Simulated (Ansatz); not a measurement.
# Si (Fd-3m) in Ansatz: notebook, part 2 of 2

Ansatz 0.2.0. The steps go on from the part before.

### 4 Band structure, PBEsol

Input file input.yaml:

```yaml
crystal:
  lattice:
    - [0.0, 2.7218511865, 2.7218511865]
    - [2.7218511865, 0.0, 2.7218511865]
    - [2.7218511865, 2.7218511865, 0.0]
  atoms:
    - { symbol: Si, position: [0.5, 0.5, 0.5] }
    - { symbol: Si, position: [0.75, 0.75, 0.75] }
kpoints:
  mp_grid: { grid: [8, 8, 8] }
  band_path:
    path:
      - [0.0, 0.0, 0.0]
      - [0.5, 0.0, 0.5]
      - [0.5, 0.25, 0.75]
      - [0.375, 0.375, 0.75]
      - [0.0, 0.0, 0.0]
      - [0.5, 0.5, 0.5]
      - [0.625, 0.25, 0.625]
      - [0.5, 0.25, 0.75]
    npoints: 6
scf:
  occupations: { method: fermi_dirac, width: 0.05 }
hamiltonian:
  xc: pbesol
  pseudopotentials: { kind: all_electron, lapw: { basis_error: 0.001 } }
output:
  forces: true
  stress: true
  eigenvalues: true
```

Potentials or basis: all-electron LAPW, scalar-relativistic.

Command:

```sh
$ ansatz run input.yaml --threads 1 --pin off --max-ram 3072MiB --backend cpu --events-out ev --progress --plain --runs-dir out
```

What it wrote:

```text
Warning: RAYON_NUM_THREADS=1 ignored (pool sized by the plan → 1); use --threads N
LAPW: plane waves up to 7.564 Å⁻¹, error target 1.0e-3 eV per atom; small_component_spin mean_spin; Si in spheres of 1.179 Å, 12 of its electrons in bands, Dirac shells [] (how accurate: hamiltonian.pseudopotentials.lapw.basis_error, Limitations)
Engine: ansatz 0.2.0, x86_64-unknown-linux-gnu
Pseudopotentials: kind: all_electron
Pseudopotential: Si, LAPW, valence charge 12, lapw/all_electron/scalar/gaussian/Si, Koelling and Harmon's equation, gaussian nucleus
Functional definition: PBEsol
  exchange = pbesol_x
  correlation = pbesol_c
Crystal: 2 atoms, lattice volume = 40.330 Å³
Basis set: ecut = 218.01129700581635 eV, 283 PW (Γ), exchange–correlation at level 2
Bands: 16, of which v1, the nominal top of the filled ones, is band 12 counted from 1 (11 counted from 0)
Symmetry: 48 space group operations
Space group: Fd-3m (ITA 227), of the structure as read, at distance tolerance 3.4e-5 Å
k-points: 29 of 512
Non-local potential: Si, projectors of the file, none
Initial density: superposition of atomic densities (chi_scale 0.1, normalization cell)
Initial wavefunctions: plane waves of lowest kinetic energy (no species holds an atomic orbital)
Functional: x = pbesol(κ = 0.804, μ = 0.12345679012345678), c = pbesol(β = 0.046)
iter 1 solved again at ethr=3.01e-3 eV; its pass at ethr=1.00e-1 eV (dr2=7.22e-1 eV) is discarded
SCF iter   1: F=—  HF=-15756.125779 eV  |F-HF|=—  |Δ(HF+E_count)|=         —  Δρ=4.14e-2  dr2=7.24e-1  ethr=3.01e-3  ⟨swp⟩=2.0  Hψ=3302  notcnv=0
preconditioner: auto → none  [insulator: Δε(μ)=0.866 eV  Ē_g=9.526 eV  σ=0.050 eV  W_gap=1.00  n_scr=14 (ndim 8)  ℏωp=16.5 eV  f_vac=0.000  D(μ)=0.00/eV (n_scr^D=0)  ε∞_Penn≈4.0]
SCF iter   2: F=—  HF=-15755.947382 eV  |F-HF|=—  |Δ(HF+E_count)|=   1.78e-1  Δρ=1.70e-2  dr2=1.05e-1  ethr=3.01e-3  ⟨swp⟩=2.0  Hψ=1316  notcnv=0
iter 3 solved again at ethr=1.40e-6 eV; its pass at ethr=4.37e-4 eV (dr2=3.36e-4 eV) is discarded
SCF iter   3: F=—  HF=-15755.921319 eV  |F-HF|=—  |Δ(HF+E_count)|=   2.61e-2  Δρ=1.26e-3  dr2=3.30e-4  ethr=1.40e-6  ⟨swp⟩=3.0  Hψ=2353  notcnv=0
SCF iter   4: F=—  HF=-15755.921378 eV  |F-HF|=—  |Δ(HF+E_count)|=         —  Δρ=1.02e-4  dr2=2.42e-6  ethr=1.37e-6  ⟨swp⟩=2.2  Hψ=1213  notcnv=0
the basis was enlarged: its passes take 200.0 KiB over the memory plan, 1 of 1 planned eigensolver slots
SCF iter   5: F=—  HF=-15755.921380 eV  |F-HF|=—  |Δ(HF+E_count)|=   2.25e-6  Δρ=1.85e-5  dr2=1.27e-7  ethr=1.01e-8  ⟨swp⟩=2.9  Hψ=1263  notcnv=0
SCF iter   6: F=-15755.921380 eV  HF=-15755.921380 eV  |F-HF|=2.67e-10  |Δ(HF+E_count)|=   3.45e-7  Δρ=2.74e-6  dr2=2.12e-9  ethr=5.27e-10  ⟨swp⟩=3.0  Hψ=1309  notcnv=0
SCF 1 converged in 6 iterations: F = -15755.921380 eV  dr2 = 2.12e-9
NSCF: frozen V_eff on 43 k-points
SCF converged after 6 iterations
Free energy (F): -15755.921380 eV
Harris-Foulkes:  -15755.921380 eV  (|F-HF|=2.67e-10)
Internal energy: -15755.921317 eV  (E = F + TS)
E sigma→0 (E₀):  -15755.921348 eV
Entropy (-TS):   -0.000064 eV (-0.032 meV/atom)
Fermi energy:    7.570946 eV
--- Per-component energies (eV) ---
  E_band       = -1474.314190
  E_kinetic    = 15796.013575
  E_xc         = -1106.387773
  E_electrostatic = -30445.547118  (all electrons and nuclei)
  E_smearing   = -0.000064  (= −TS)
  E_closure    = 0.000000  (closes the sum)
  E_atoms      = -15744.421745  (free atoms, spherical and without spin; not in F)
  Σ components = -15755.921380   (vs F -15755.921380, Δ=0.00e0)
  Basis errors (estimates in eV, not in F): energy 4.8e-4 per atom: plane waves 4.3e-4 (2.6e-4 summed), levels above the bands 6.0e-54, relativity 7.5e-9, radial functions 4.6e-5, core shells 2.8e-14; eigenvalues (radial functions only) 7.1e-7; not estimated: angular momenta, meshes, grids; target (lapw.basis_error) 1.0e-3; muffin-tin radii Si 1.179 Å
--- Forces (eV/Å), atoms counted from 1 ---
  atom   1  Si    -0.00000000    -0.00000000     0.00000000
  atom   2  Si    -0.00000000     0.00000000     0.00000000
  max |Σ_I F_I| component: 2.08e-17 eV/Å
--- Stress (GPa, compression-positive) ---
       -0.555621       0.000000      -0.000000
        0.000000      -0.555621       0.000000
       -0.000000       0.000000      -0.555621
  P = ⅓ Tr σ = -0.5556 GPa (-5.556 kbar)
--- Band table (eV; the first three rows and the last of 29) ---
  k-point 0: bands = ["-126.0762", "-126.0686", "-82.3546", "-82.3546", "-82.3546", "-82.3382", "-82.3382", "-82.3382", "-4.6075", "7.3311", "7.3311", "7.3311", "9.8496", "9.8496", "9.8496", "10.5592"]
  k-point 1: bands = ["-126.0759", "-126.0688", "-82.3548", "-82.3548", "-82.3544", "-82.3384", "-82.3380", "-82.3380", "-4.4039", "5.7204", "7.0409", "7.0409", "9.7560", "10.2743", "10.2743", "11.9272"]
  k-point 2: bands = ["-126.0754", "-126.0694", "-82.3553", "-82.3553", "-82.3539", "-82.3390", "-82.3375", "-82.3375", "-3.8098", "3.3928", "6.5706", "6.5706", "9.2665", "10.7882", "10.7882", "14.1132"]
  k-point 28: bands = ["-126.0724", "-126.0724", "-82.3571", "-82.3571", "-82.3464", "-82.3464", "-82.3357", "-82.3357", "-0.3089", "-0.3089", "3.4575", "3.4575", "11.5107", "11.5107", "12.2526", "12.2526"]
```

bands.tsv:

```text
[... 18 lines left out ...]
0.769475	-133.645204	-133.641417	-89.927498	-89.927498	-89.921508	-89.913263	-89.907237	-89.907237	-10.279564	-5.250217	-2.659999	-2.659999	0.396187	1.650554	6.955262	6.955262
0.961843	-133.644291	-133.642330	-89.927902	-89.927902	-89.919514	-89.915251	-89.906843	-89.906843	-9.253058	-6.695758	-2.984358	-2.984358	0.236308	0.834961	8.502436	8.502436
[... 35 lines left out ...]
5.410067	-133.643473	-133.643147	-89.928093	-89.927982	-89.917853	-89.916906	-89.906757	-89.906639	-8.054885	-7.715535	-4.247957	-3.924701	3.396507	3.992385	4.957073	4.958406
5.478079	-133.643309	-133.643309	-89.928035	-89.928035	-89.917377	-89.917377	-89.906685	-89.906685	-7.879869	-7.879869	-4.113412	-4.113412	3.939751	3.939751	4.681682	4.681682
```

It took 9.5 s on 1 thread of Intel Xeon at 2.50GHz (Skylake/Cascade Lake), shared host; peak memory 0.25 GiB.

Results:

```
Free energy             : -15755.9214 eV
Pressure                : -0.6 GPa
Band gap on the k mesh  : 0.52 eV, indirect (least direct gap 2.52 eV)
Band gap along the path : 0.48 eV, indirect (least direct gap 2.52 eV)
```

Levels at the corners of the path, in eV from the valence-band top:
```
point  band 9  band 10  band 11  band 12  band 13  band 14  band 15  band 16
    Γ  -11.94     0.00     0.00     0.00     2.52     2.52     2.52     3.23
    X   -7.81    -7.81    -2.85    -2.85     0.61     0.61    10.00    10.00
    W   -7.64    -7.64    -3.87    -3.87     4.18     4.18     4.92     4.92
    K   -8.21    -7.22    -4.33    -2.43     1.11     4.04     7.39     7.92
    Γ  -11.94     0.00     0.00     0.00     2.52     2.52     2.52     3.23
    L   -9.61    -6.98    -1.20    -1.20     1.44     3.28     3.28     7.51
    U   -8.21    -7.22    -4.33    -2.43     1.11     4.04     7.39     7.92
    W   -7.64    -7.64    -3.87    -3.87     4.18     4.18     4.92     4.92
```

### 5 Elastic constants, PBEsol

Input file input.yaml:

```yaml
crystal:
  lattice:
    - [0.0, 2.7218511865, 2.7218511865]
    - [2.7218511865, 0.0, 2.7218511865]
    - [2.7218511865, 2.7218511865, 0.0]
  atoms:
    - { symbol: Si, position: [0.5, 0.5, 0.5] }
    - { symbol: Si, position: [0.75, 0.75, 0.75] }
kpoints:
  mp_grid: { grid: [6, 6, 6] }
scf:
  occupations: { method: fermi_dirac, width: 0.05 }
hamiltonian:
  xc: pbesol
  pseudopotentials: { kind: all_electron, lapw: { basis_error: 0.001 } }
output:
  forces: true
  stress: true
elastic:
  mode: relaxed_ion
  stencil: two_point
```

Command:

```sh
$ ansatz run input.yaml --threads 1 --pin off --max-ram 3072MiB --backend cpu --events-out ev --progress --plain --runs-dir out
```

It took 52 s on 1 thread of Intel Xeon at 2.50GHz (Skylake/Cascade Lake), shared host; peak memory 0.29 GiB.

It converged, with:

```yaml
Free_energy: -15755.9000 eV
Pressure: -0.5 GPa
Band_gap_on_the_k_mesh: 0.61 eV, indirect (least direct gap 2.52 eV)
Elastic_constants_C11_C12_C44: 155, 60, 73 GPa
Voigt_bulk_modulus: 92 GPa
```

Levels at points of the mesh, in eV from the valence-band top:
```
             k point  band 10  band 11  band 12  band 13  band 14  band 15
  (0.00, 0.00, 0.00)     0.00     0.00     0.00     2.52     2.52     2.52
 (0.00, 0.00, -0.50)    -6.98    -1.20    -1.20     1.44     3.28     3.28
(0.00, -0.50, -0.50)    -7.81    -2.86    -2.86     0.61     0.61    10.00
```

Elastic tensor in Voigt notation (GPa, in the Cartesian axes of the cell as first typed):
```
155  60  60   0   0   0
 60 155  60   0   0   0
 60  60 155   0   0   0
  0   0   0  73   0   0
  0   0   0   0  73   0
  0   0   0   0   0  73
```

A k mesh can miss the band edges. As with any semilocal functional, this PBEsol gap is likely too small.

### 6 The runs side by side

| task | level | k mesh | cutoff (eV) | gap on the mesh (eV) | pressure (GPa) |
| --- | --- | --- | --- | --- | --- |
| band structure | RPBE | 8 × 8 × 8 | 217 | 0.69 | 2.9 |
| phonons | LDA | 6 × 6 × 6 | 240 | 0.62 | - |
| band structure | PBEsol | 8 × 8 × 8 | 218 | 0.52 | -0.6 |
| elastic constants | PBEsol | 6 × 6 × 6 | 239 | 0.61 | -0.5 |

Alike in all rows: potentials or basis all-electron LAPW, scalar-relativistic; no spin polarisation; cell as given; smearing fermi-dirac 0.05 eV; basis error allowed 0.001 eV/atom.

On the cell as given the gap runs from 0.48 eV (PBEsol) to 0.65 eV (RPBE); the meshes differ, which moves gaps too. The pressure there spans -0.6 GPa (PBEsol) to 2.9 GPa (RPBE); a positive pressure means that this level wants a larger cell, a negative one a smaller.

Compare energies only between runs with the same functional and basis.
